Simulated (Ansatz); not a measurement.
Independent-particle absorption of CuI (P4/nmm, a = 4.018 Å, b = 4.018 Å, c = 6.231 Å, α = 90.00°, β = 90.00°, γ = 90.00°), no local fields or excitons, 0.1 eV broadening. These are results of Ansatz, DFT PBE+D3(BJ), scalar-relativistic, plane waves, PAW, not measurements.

Settings: cutoff 420 eV, Γ-centred mesh 8×8×6 on the computed 4-atom cell, Gaussian smearing of 0.02 eV; no spin polarisation. The spectrum is summed on a 12×12×9 mesh.

```yaml
crystal:
  lattice:
    - [4.01848, 0.00000, 0.00000]
    - [0.00000, 4.01848, 0.00000]
    - [0.00000, 0.00000, 6.23120]
  atoms:
    - { symbol: Cu, position: [0.50000, 0.50000, 0.00000] }
    - { symbol: Cu, position: [0.00000, 0.00000, 0.00000] }
    - { symbol: I, position: [0.50000, 0.00000, 0.27613] }
    - { symbol: I, position: [0.00000, 0.50000, 0.72387] }
```

photon energy (eV), ε2,zz and a bar:
```
      0.0       0.00
      0.4       0.00
      0.6       0.00
      1.0       0.00
      1.4       0.00
      1.8       0.02
      2.0       0.07
      2.4       0.32 #
      2.8       3.32 #####
      3.0       7.88 #############
      3.4       7.69 #############
      3.8       9.80 ################
      4.2       6.56 ###########
      4.4       5.81 ##########
      4.8       5.02 ########
      5.2       4.63 ########
      5.4       4.63 ########
      5.8       5.33 #########
      6.2      11.28 ##################
      6.6      18.32 ##############################
      6.8      13.04 #####################
      7.2       9.16 ###############
      7.6       5.93 ##########
      7.8       5.05 ########
      8.2       5.06 ########
      8.6       4.23 #######
      9.0       3.64 ######
      9.2       3.14 #####
      9.6       2.46 ####
     10.0       2.09 ###
     10.2       1.80 ###
     10.6       1.70 ###
     11.0       1.41 ##
     11.4       1.42 ##
     11.6       1.46 ##
     12.0       1.46 ##
```

The strongest peak lies near 6.6 eV. ε∞ (xx, yy, zz) = 7.0, 7.0, 7.4.

This form isn't the usual stable structure of the compound.

Cost: 1 run of about 4.9 core-minutes, on Arm Neoverse V2 (shared hosts).